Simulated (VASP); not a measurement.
# BaO (Fm-3m) in VASP: a series of runs

One crystal, BaO, is run at these levels: HSE06; tasks: single point.

Everything below comes from runs of VASP 6.6.1. Logs are shortened: lines on timing, memory, paths and dates and some standing lists are left out, and cuts for length are marked.

## (1) The crystal as given

The structure is cubic, space group Fm-3m (No. 225). Conventional cell: a = 5.500 Å, b = 5.500 Å, c = 5.500 Å, α = 90.00°, β = 90.00°, γ = 90.00°. Ba (site symmetry m-3m) is surrounded by 6 O at 2.75 Å. Around O (site symmetry m-3m) lie 6 Ba at 2.75 Å.

## (2) Single point, HSE06, non-collinear spin, zero start, spin-orbit coupling

The input, POSCAR:

```
BaO
1.0
    0.0000000000      2.7500000000      2.7500000000
    2.7500000000      0.0000000000      2.7500000000
    2.7500000000      2.7500000000      0.0000000000
Ba O
1 1
Direct
    0.0000000000      0.0000000000      0.0000000000
    0.5000000000      0.5000000000      0.5000000000
```

The input, INCAR.step1:

```
ALGO = Normal
EDIFF = 1E-5
ENCUT = 520
GGA = PE
GGA_COMPAT = False
ISIF = 2
ISMEAR = 0
LASPH = True
LCHARG = False
LORBIT = 11
LREAL = False
LSORBIT = True
LWAVE = True
MAGMOM = 0 0 0 0 0 0
NELM = 80
PREC = Accurate
SIGMA = 0.02
```

The input, INCAR.step2:

```
ALGO = Normal
EDIFF = 1E-7
ENCUT = 520
GGA = PE
GGA_COMPAT = False
HFSCREEN = 0.2
ISIF = 2
ISMEAR = 0
ISTART = 1
LASPH = True
LCHARG = False
LHFCALC = True
LORBIT = 11
LREAL = False
LSORBIT = True
LWAVE = False
MAGMOM = 0 0 0 0 0 0
NELM = 80
PREC = Accurate
PRECFOCK = Fast
SIGMA = 0.02
```

The input, KPOINTS:

```
k-points
0
Gamma
  4 4 4
```

Potentials or basis: VASP PAW PBE potentials, release 64 (Ba_sv, O).

Started as:

```console
cat potpaw_PBE.64/Ba_sv/POTCAR potpaw_PBE.64/O/POTCAR > POTCAR
cp INCAR.step1 INCAR
mpirun -np 1 vasp_ncl > vasp.out
cp INCAR.step2 INCAR
mpirun -np 1 vasp_ncl > vasp.out
```

OUTCAR:

```text
EDIFF = 1E-7
   ENCUT = 520
   GGA = PE
   HFSCREEN = 0.2
   ISIF = 2
   ISMEAR = 0
   ISTART = 1
   LASPH = True
   LHFCALC = True
   LORBIT = 11
   LREAL = False
   LSORBIT = True
   NELM = 80
   PREC = Accurate
   PRECFOCK = Fast

 ion  position               nearest neighbor table
   1  0.000  0.000  0.000-   2 2.75   2 2.75   2 2.75   2 2.75   2 2.75   2 2.75
   2  0.500  0.500  0.500-   1 2.75   1 2.75   1 2.75   1 2.75   1 2.75   1 2.75

  LATTYP: Found a face centered cubic cell.
 ALAT       =     5.5000000000

  Lattice vectors:

 A1 = (   0.0000000000,   2.7500000000,   2.7500000000)
 A2 = (   2.7500000000,   0.0000000000,   2.7500000000)
 A3 = (   2.7500000000,   2.7500000000,   0.0000000000)

Analysis of symmetry for initial positions (statically):
=====================================================================
 Subroutine PRICEL returns:
 Original cell was already a primitive cell.

 Routine SETGRP: Setting up the symmetry group for a
 face centered cubic supercell.

 Subroutine GETGRP returns: Found 48 space group operations
 (whereof 48 operations were pure point group operations)
 out of a pool of 48 trial point group operations.

The static configuration has the point symmetry O_h .

Analysis of symmetry for dynamics (positions and initial velocities):
=====================================================================
 Subroutine PRICEL returns:
 Original cell was already a primitive cell.

 Routine SETGRP: Setting up the symmetry group for a
 face centered cubic supercell.

 Subroutine GETGRP returns: Found 48 space group operations
 (whereof 48 operations were pure point group operations)
 out of a pool of 48 trial point group operations.

The dynamic configuration has the point symmetry O_h .

Analysis of structural, dynamic, and magnetic symmetry:
=====================================================================
 Subroutine PRICEL returns:
 Original cell was already a primitive cell.

 Routine SETGRP: Setting up the symmetry group for a
 face centered cubic supercell.

 Subroutine GETGRP returns: Found 48 space group operations
 (whereof 48 operations were pure point group operations)
 out of a pool of 48 trial point group operations.

The overall configuration has the point symmetry O_h .

 Subroutine INISYM returns: Found 48 space group operations
 (whereof 48 operations are pure point group operations),
 and found     1 'primitive' translations

----------------------------------------------------------------------------------------

                                     Primitive cell

  volume of cell :      41.5938

  direct lattice vectors                    reciprocal lattice vectors
     0.000000000  2.750000000  2.750000000    -0.181818182  0.181818182  0.181818182
     2.750000000  0.000000000  2.750000000     0.181818182 -0.181818182  0.181818182
     2.750000000  2.750000000  0.000000000     0.181818182  0.181818182 -0.181818182

  length of vectors
     3.889087297  3.889087297  3.889087297     0.314918329  0.314918329  0.314918329

  position of ions in fractional coordinates (direct lattice)
     0.000000000  0.000000000  0.000000000
     0.500000000  0.500000000  0.500000000

  ion indices of the primitive-cell ions
   primitive index   ion index
                 1           1
                 2           2

----------------------------------------------------------------------------------------

 KPOINTS: k-points

Automatic generation of k-mesh.
 Grid dimensions read from file:
 generate k-points for:    4    4    4

 Generating k-lattice:

  Cartesian coordinates                     Fractional coordinates (reciprocal lattice)
    -0.045454545  0.045454545  0.045454545     0.250000000  0.000000000  0.000000000
     0.045454545 -0.045454545  0.045454545     0.000000000  0.250000000  0.000000000
     0.045454545  0.045454545 -0.045454545     0.000000000  0.000000000  0.250000000

  Length of vectors
     0.078729582  0.078729582  0.078729582

  Shift w.r.t. Gamma in fractional coordinates (k-lattice)
     0.000000000  0.000000000  0.000000000

 Subroutine IBZKPT returns following result:
 ===========================================

 Found      8 irreducible k-points:

 Following reciprocal coordinates:
            Coordinates               Weight
  0.000000  0.000000  0.000000      1.000000
  0.250000  0.000000  0.000000      8.000000
  0.500000  0.000000  0.000000      4.000000
  0.250000  0.250000  0.000000      6.000000
  0.500000  0.250000  0.000000     24.000000
 -0.250000  0.250000  0.000000     12.000000
[... 19 lines left out ...]
   NELM   =     80;   NELMIN=  2; NELMDL=  0     # of ELM steps
   EDIFF  = 0.1E-06   stopping-criterion for ELM
   LREAL  =      F    real-space projection
   EDIFFG = 0.1E-05   stopping-criterion for IOM
   NSW    =      0    number of steps for IOM
   IBRION =     -1    ionic relax: 0-MD 1-quasi-New 2-CG
   NFREE  =      0    steps in history (QN), initial steepest desc. (CG)
   ISIF   =      2    stress and relaxation
   ISYM   =      3    0-nonsym 1-usesym 2-fastsym
   POTIM  = 0.5000    time-step for ionic-motion
   TEBEG  =    0.0;   TEEND  =   0.0 temperature during run
   PSTRESS=    0.0 pullay stress
   NELECT =      16.0000    total number of electrons
   NUPDOWN=      -1.0000    fix difference up-down
   EMIN   =  10.00;   EMAX   =-10.00  energy-range for DOS
   EFERMI =   0.00;   METHOD = LEGACY
   ISMEAR =     0;   SIGMA  =   0.02  broadening in eV -4-tet -1-fermi 0-gaus
   EFERMI_NEDOS =   21; number of points for ismear=-14 and -15
   IALGO  =     38    algorithm
   IMIX   =      1    mixing-type and parameters
     AMIX     =   0.40;   BMIX     =  1.00
     AMIX_MAG =   1.60;   BMIX_MAG =  1.00
  volume/ion in A,a.u.               =      20.80       140.34
  Fermi-wavevector in a.u.,A,eV,Ry     =   1.190617  2.249940 19.287200  1.417569
  Thomas-Fermi vector in A             =   2.326698
   LORBIT       =     11    0 simple, 1 ext, 2 COOP (PROOUT), +10 PAW based schemes
   GGA     = PE    functional components
   LHFCALC =     T    Hartree Fock is set to
   PRECFOCK=fast      Normal, Fast or Accurate (Low or Medium for compatibility)
   ENCUT4O =  -1.0   cutoff for four orbital integrals eV
   NKREDX  =     1    reduce k-point grid by
   NKREDY  =     1    reduce k-point grid by
   NKREDZ  =     1    reduce k-point grid by
   AEXX    =    0.2500 exact exchange contribution
   HFSCREEN=    0.2000 screening length (either q_TF or 0.3 A-1)
   HFSCREENC=   0.2000 screening length for correlation (either q_TF or 0.3 A-1)
   ENCUTFOCK=  -1.0 apply spherical cutoff to Coloumb kernel
   IVDW    =     0    specifies the selected vdW correction
   LEPSILON=     F    determine dielectric tensor
   LRPA    =     F    only Hartree local field effects (RPA)
 Gauss-broadening in eV      SIGMA  =   0.02
  energy-cutoff  :      520.00
  volume of cell :       41.59
 maximum number of plane-waves:      2278
 NGX is ok and might be reduce to    30
  NGX = 16; NGY = 16; NGZ = 16

 number of electron      15.9999996 magnetization       0.0000000      0.0000000      0.0000000

 number of electron      15.9999996 magnetization      -0.0000000     -0.0000000     -0.0000000

 Free energy of the ion-electron system (eV)
  ---------------------------------------------------
  ext. energy  EPLUGINS =         0.00000000
  ---------------------------------------------------
  free energy    TOTEN  =       -14.05970204 eV

  energy without entropy =      -14.05970204  energy(sigma->0) =      -14.05970204

 E-fermi :   1.2753     XC(G=0):  -8.0200

 val. band max:        1.1285500765   @ k =   0.5000   0.5000   0.0000
 cond. band min:       4.2575980486   @ k =   0.5000   0.5000   0.0000
 fundamental gap:      3.1290479720
 Fermi energy:         1.2753043552

 k-point     1 :       0.0000    0.0000    0.0000
  band No.  band energies     occupation
      1     -26.3584      1.00000
      2     -26.3584      1.00000
      3     -15.5206      1.00000
      4     -15.5206      1.00000
      5     -11.1579      1.00000
      6     -11.1579      1.00000
[... 205 lines left out ...]
     23      12.7689      0.00000
     24      12.7690      0.00000

------------------------ aborting loop because EDIFF is reached ----------------------------------------

  FORCE on cell =-STRESS in cart. coord.  units (eV):
  Direction    XX          YY          ZZ          XY          YZ          ZX
  --------------------------------------------------------------------------------------
  -------------------------------------------------------------------------------------
  Total        0.8026747      0.8026747      0.8026747      0.0000000     -0.0000000      0.0000000
  in kB       30.9187602     30.9187602     30.9187602      0.0000000     -0.0000000      0.0000000
  external PRESSURE =      30.9187602 kB  Pullay stress =       0.0000000 kB

 VOLUME and BASIS-vectors are now :
 -----------------------------------------------------------------------------
  energy-cutoff  :      520.00
  volume of cell :       41.59
      direct lattice vectors                 reciprocal lattice vectors
     0.000000000  2.750000000  2.750000000    -0.181818182  0.181818182  0.181818182
     2.750000000  0.000000000  2.750000000     0.181818182 -0.181818182  0.181818182
     2.750000000  2.750000000  0.000000000     0.181818182  0.181818182 -0.181818182

 POSITION                                       TOTAL-FORCE (eV/Angst)
 -----------------------------------------------------------------------------------
      0.00000      0.00000      0.00000         0.000000     -0.000000      0.000000
      2.75000      2.75000      2.75000        -0.000000      0.000000     -0.000000
 -----------------------------------------------------------------------------------
    total drift:                                0.000000      0.000000      0.000000

  FREE ENERGIE OF THE ION-ELECTRON SYSTEM (eV)
  ---------------------------------------------------
  free  energy   TOTEN  =       -14.0597020355 eV

  energy  without entropy=      -14.0597020355  energy(sigma->0) =      -14.05970204

 Spin-Orbit-Coupling matrix elements

 Ion:    1  E_soc:     -0.3852087
 l=   1
     0.0000000    -0.0640535    -0.0640535
    -0.0640535     0.0000000    -0.0640535
    -0.0640535    -0.0640535     0.0000000
 l=   2
     0.0000000    -0.0000064     0.0000000    -0.0000064    -0.0001415
    -0.0000064     0.0000000    -0.0001062    -0.0000064    -0.0000354
     0.0000000    -0.0001062     0.0000000    -0.0001062     0.0000000
    -0.0000064    -0.0000064    -0.0001062     0.0000000    -0.0000354
    -0.0001415    -0.0000354     0.0000000    -0.0000354     0.0000000
 l=   3
     0.0000000     0.0000000     0.0000000     0.0000000     0.0000000     0.0000000     0.0000000
     0.0000000     0.0000000     0.0000000     0.0000000     0.0000000     0.0000000     0.0000000
     0.0000000     0.0000000     0.0000000     0.0000000     0.0000000     0.0000000     0.0000000
     0.0000000     0.0000000     0.0000000     0.0000000     0.0000000     0.0000000     0.0000000
     0.0000000     0.0000000     0.0000000     0.0000000     0.0000000     0.0000000     0.0000000
     0.0000000     0.0000000     0.0000000     0.0000000     0.0000000     0.0000000     0.0000000
     0.0000000     0.0000000     0.0000000     0.0000000     0.0000000     0.0000000     0.0000000

 Ion:    2  E_soc:     -0.0005459
 l=   1
     0.0000000    -0.0000910    -0.0000910
    -0.0000910     0.0000000    -0.0000910
    -0.0000910    -0.0000910     0.0000000
 l=   2
     0.0000000     0.0000000     0.0000000     0.0000000     0.0000000
     0.0000000     0.0000000     0.0000000     0.0000000     0.0000000
     0.0000000     0.0000000     0.0000000     0.0000000     0.0000000
     0.0000000     0.0000000     0.0000000     0.0000000     0.0000000
     0.0000000     0.0000000     0.0000000     0.0000000     0.0000000
 l=   3
     0.0000000     0.0000000     0.0000000     0.0000000     0.0000000     0.0000000     0.0000000
     0.0000000     0.0000000     0.0000000     0.0000000     0.0000000     0.0000000     0.0000000
     0.0000000     0.0000000     0.0000000     0.0000000     0.0000000     0.0000000     0.0000000
     0.0000000     0.0000000     0.0000000     0.0000000     0.0000000     0.0000000     0.0000000
     0.0000000     0.0000000     0.0000000     0.0000000     0.0000000     0.0000000     0.0000000
     0.0000000     0.0000000     0.0000000     0.0000000     0.0000000     0.0000000     0.0000000
     0.0000000     0.0000000     0.0000000     0.0000000     0.0000000     0.0000000     0.0000000

 total charge

# of ion       s       p       d       tot
------------------------------------------
    1        2.014   5.635   0.311   7.961
    2        1.561   3.422   0.000   4.983
--------------------------------------------------
tot          3.576   9.057   0.311  12.944

 magnetization (x)

# of ion       s       p       d       tot
------------------------------------------
    1        0.000  -0.000   0.000  -0.000
    2       -0.000   0.000   0.000  -0.000
--------------------------------------------------
tot         -0.000  -0.000   0.000  -0.000

 magnetization (y)

# of ion       s       p       d       tot
------------------------------------------
    1        0.000   0.000   0.000   0.000
    2       -0.000   0.000   0.000  -0.000
--------------------------------------------------
tot         -0.000   0.000   0.000   0.000

 magnetization (z)

# of ion       s       p       d       tot
------------------------------------------
    1        0.000   0.000   0.000   0.000
    2        0.000   0.000   0.000   0.000
--------------------------------------------------
tot          0.000   0.000   0.000   0.000
```

Run time: 7.4 min. Hardware: 1 thread of Intel Xeon Platinum 8488C (Sapphire Rapids), shared host; peak memory 0.37 GiB.

What came out:

```yaml
Free_energy: -14.0597 eV
Pressure: 3.1 GPa
Net_moment: 0.00 μB per cell
Valence_electrons_inside_the_program's_atomic_spheres: Ba 7.96; O 4.98
```

Moments on the atoms (μB; x, y, z):
```
Ba  0.00 0.00 0.00
O   0.00 0.00 0.00
```

Caveat: the k mesh is coarse (spacing up to 0.49 Å⁻¹), so the values aren't converged, least of all with exact exchange; the PAW data sets were made with another functional, which shifts forces and pressure a little.

## (3) Single point, HSE06

POSCAR is that of step 2.

The input, INCAR.step1:

```
ALGO = Normal
EDIFF = 1E-5
ENCUT = 520
GGA = PE
ISIF = 2
ISMEAR = 0
LASPH = True
LCHARG = False
LREAL = False
LWAVE = True
NELM = 80
PREC = Accurate
SIGMA = 0.02
```

The input, INCAR.step2:

```
ALGO = Normal
EDIFF = 1E-7
ENCUT = 520
GGA = PE
HFSCREEN = 0.2
ISIF = 2
ISMEAR = 0
ISTART = 1
LASPH = True
LCHARG = False
LHFCALC = True
LREAL = False
LWAVE = False
NELM = 80
PREC = Accurate
PRECFOCK = Fast
SIGMA = 0.02
```

KPOINTS is that of step 2.

Potentials or basis: VASP PAW PBE potentials, release 64 (Ba_sv, O).

Started as:

```console
cat potpaw_PBE.64/Ba_sv/POTCAR potpaw_PBE.64/O/POTCAR > POTCAR
cp INCAR.step1 INCAR
mpirun -np 1 vasp_std > vasp.out
cp INCAR.step2 INCAR
mpirun -np 1 vasp_std > vasp.out
```

Wall time 1.7 min (1 thread of Intel Xeon Platinum 8488C (Sapphire Rapids), shared host); peak memory 0.26 GiB.

The run converged. Its results:

- Free energy: -13.8672 eV
- Pressure: 3.1 GPa
- Band gap on the k mesh: 3.19 eV, direct

Levels at points of the mesh, in eV from the valence-band top:
```csv
k point,band 6,band 7,band 8,band 9,band 10,band 11
"(0.00, 0.00, 0.00)",-0.46,-0.46,-0.46,4.99,6.11,6.11
"(0.50, 0.00, 0.00)",-2.19,-1.71,-1.71,6.40,8.83,8.83
"(0.50, 0.50, 0.00)",-0.22,-0.22,0.00,3.19,7.57,10.62
```

Caveat: the k mesh is coarse (spacing up to 0.49 Å⁻¹), so the values aren't converged, least of all with exact exchange; the PAW data sets were made with another functional, which shifts forces and pressure a little; spin-orbit coupling is left out, which moves the levels of the heavy elements.
